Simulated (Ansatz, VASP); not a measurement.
**SiC2: VASP beside Ansatz**

```
Si C
1.0
     2.46777    0.00000    0.00000
    -1.23389    2.13715    0.00000
     0.00000    0.00000    7.06470
Si C
1 2
Direct
  0.00000 0.00000 0.00000
  0.33333 0.66667 0.50000
  0.66667 0.33333 0.50000
```

Alike in both runs: functional PBE; dispersion D3(BJ); k mesh 6 × 6 × 4; occupations gaussian, width 0.1 eV; no spin polarisation.

Ansatz relaxed the structure, and its values are those at the end. VASP's run is a single point on that final structure, the one shown.

|  | VASP | Ansatz |
| --- | --- | --- |
| version | VASP 6.6.1 | Ansatz 0.2.0 |
| potentials or method | VASP PAW PBE potentials, release 64 (Si, C) | scalar-relativistic, plane waves, PAW |
| plane-wave cutoff (eV) | 520 | 420 |
| valence electrons in the cell | 12 | 12 |

|  | VASP | Ansatz | Ansatz less VASP |
| --- | --- | --- | --- |
| gap on the k mesh at the Fermi level (eV) | none | none | - |
| pressure (GPa) | 0.2 | 0.0 | -0.17 |

A gap of «none» marks a metal or a gap that the smearing closes. Ansatz warned: «dispersion_switch_in_reach».

Caveats: the k mesh is coarse (spacing up to 0.49 Å⁻¹), so the values aren't converged.
